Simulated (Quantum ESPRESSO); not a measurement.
**MgS under changes of volume**

One of the cells (22.670 Å³/atom); the others are scaled copies at fixed shape and fractional positions:

```xyz
4
Lattice="4.0346 0.0000 0.0000 -2.0173 3.4941 0.0000 0.0000 0.0000 6.4323" Properties=species:S:1:pos:R:3 pbc="T T T"
S     2.0173    1.1647    5.6556
S     0.0000    2.3294    2.4394
Mg    0.0000    2.3294    6.4050
Mg    2.0173    1.1647    3.1888
```

The cell comes from a database or a generator and needn't be the stable form of this composition.

- Program: Quantum ESPRESSO 7.5
- Functional: PBEsol
- Potentials or basis: GBRV 1.5 PBEsol
- Cutoff: 612 eV
- Density cutoff: 4898 eV
- k mesh: 8 × 8 × 4
- Occupations: fermi-dirac, width 0.05 eV
- Spin: no spin polarisation

| volume (Å³/atom) | energy over the lowest point (meV/atom) | pressure (GPa) | gap on the mesh (eV) | largest force (eV/Å) |
| --- | --- | --- | --- | --- |
| 21.309 | 12.79 | 3.5 | 3.57 | 0.037 |
| 21.763 | 4.74 | 2.1 | 3.47 | 0.040 |
| 22.216 | 0.61 | 0.8 | 3.37 | 0.042 |
| 22.670 | 0.00 | -0.4 | 3.27 | 0.045 |
| 23.123 | ? | ? | ? | ? |
| 23.576 | 8.04 | -2.4 | 3.08 | 0.049 |
| 24.030 | 16.10 | -3.3 | 2.99 | 0.050 |

What does the run at 23.123 Å³/atom give?

Energy over the lowest point 2.58 meV/atom; pressure -1.5 GPa; gap on the mesh 3.17 eV; largest force 0.047 eV/Å.

Worked out: A Birch-Murnaghan fit of order 3 (a polynomial in V^(-2/3)) to the other rows has its minimum at 22.52 Å³/atom with B0 = V·E''(V) = 58 GPa and B' = 4.1 at fixed shape and positions, which overstates the stiffness. It gives 2.58 meV/atom at 23.123 Å³/atom, against the run's 2.58, and -dE/dV = -1.4 GPa, against -1.5. A straight line through the other rows of the gap, of slope -4.84 eV per unit of ln V (its deformation potential), gives 3.18 eV, against the run's 3.17.

Energies are extrapolated to zero smearing.
